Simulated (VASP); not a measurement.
Write the native input for VASP 6.6.1 that does the following.

```
Task                   : relaxation of cell and atoms
Functional             : r2SCAN
Dispersion             : rVV10
Potentials or basis    : VASP PAW PBE potentials, release 64 (Ru_pv)
Cutoff                 : 600 eV
k mesh                 : 18 × 18 × 10
Occupations            : methfessel-paxton, width 0.1 eV
Spin                   : no spin polarisation
Further INCAR settings : ALGO = Normal; EDIFF = 1e-06; IBRION = 2; EDIFFG = -0.005; NSW = 60; ISIF = 3
```

The structure of Ru lies in POSCAR:

```
Ru
1.0
    2.6900000000      0.0000000000      0.0000000000
   -1.3450000000      2.3296083400      0.0000000000
    0.0000000000      0.0000000000      4.2500000000
Ru
2
Direct
    0.3333333300      0.6666666700      0.2500000000
    0.6666666700      0.3333333300      0.7500000000
```

The cell was built by a generator and needn't be a form met in nature.

The input as run:

INCAR

```
SYSTEM = Ru
PREC     = Accurate       ! precision mode
ENCUT    = 600            ! plane-wave cutoff, eV
EDIFF    = 1E-6           ! SCF threshold, eV
ISMEAR   = 1              ! smearing method
SIGMA    = 0.1            ! smearing width, eV
LREAL    = .FALSE.        ! projectors in reciprocal space
LASPH    = .TRUE.         ! aspherical terms in the spheres
NELM     = 120            ! most SCF steps
ALGO     = Normal         ! electronic algorithm
ISIF     = 3              ! what is computed and relaxed
LWAVE    = .FALSE.        ! write WAVECAR
LCHARG   = .FALSE.        ! write CHGCAR
METAGGA  = R2SCAN         ! meta-GGA
LMIXTAU  = .TRUE.       
LUSE_VDW = .TRUE.       
IVDW_NL  = 2            
BPARAM   = 11.95        
CPARAM   = 0.0093       
IBRION   = 2              ! ionic algorithm
NSW      = 60             ! ionic steps
EDIFFG   = -0.005         ! ionic threshold
```

KPOINTS

```
Automatic mesh
0
G
  18 18 10
  0 0 0
```

Potentials or basis: VASP PAW PBE potentials, release 64 (Ru_pv).

The run is started by

```bash
$ cat potpaw_PBE.64/Ru_pv/POTCAR > POTCAR
$ mpirun -np 1 vasp_std > vasp.out
```

It gave:

```yaml
Relaxed_volume: 13.46 Å³/atom
Relaxed_cell: a = 2.700 Å, b = 2.700 Å, c = 4.266 Å, α = 90.00°, β = 90.00°, γ = 120.00°
Space_group_after_relaxing_to_0.05_Å: P6_3/mmc (No. 194)
Energy_gained_by_relaxing: 1.8 meV/atom
Ionic_steps: 4
Pressure_after_relaxing: 0.0 GPa
Band_gap_on_the_k_mesh: none (metal or under the smearing width)
```

Caveat: the PAW data sets were made with another functional, which shifts forces and pressure a little.

Wall time 9.7 min on 1 thread of Intel(R) Xeon(R) 6975P-C (Granite Rapids), on a shared host, peak memory 0.35 GiB.
